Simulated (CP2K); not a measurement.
Crystal: CdS (Hawleyite).

```
CELL_PARAMETERS angstrom
4.12455 0.00000 0.00000
2.06228 3.57197 0.00000
2.06228 1.19066 3.36768
ATOMIC_POSITIONS crystal
Cd 0.00000 0.00000 0.00000
S 0.75000 0.75000 0.75000
```

Base run:

- Program: CP2K 2026.2
- Functional: PBE
- Potentials or basis: POTENTIAL_UZH Cd GTH-PBE-q12, S GTH-PBE-q6; TZVP-MOLOPT-PBE-GTH basis
- Density cutoff: 6123 eV
- k mesh: 8 × 8 × 8
- Occupations: gaussian, width 0.1 eV
- Spin: no spin polarisation

Its results: band gap on the k mesh 1.14 eV, direct; pressure 3.4 GPa.

Q: The run is repeated on the same cell with these changes: functional from PBE to RPBE; occupations from gaussian, width 0.1 eV to gaussian, width 0.05 eV. What comes out?

A: Band gap on the k mesh 1.30 eV, direct; pressure 5.2 GPa.

Caveats: the basis of atomic orbitals isn't converged, which shifts pressures, moduli and gaps; the potentials were made for another functional, which shifts forces and pressure (some runs).

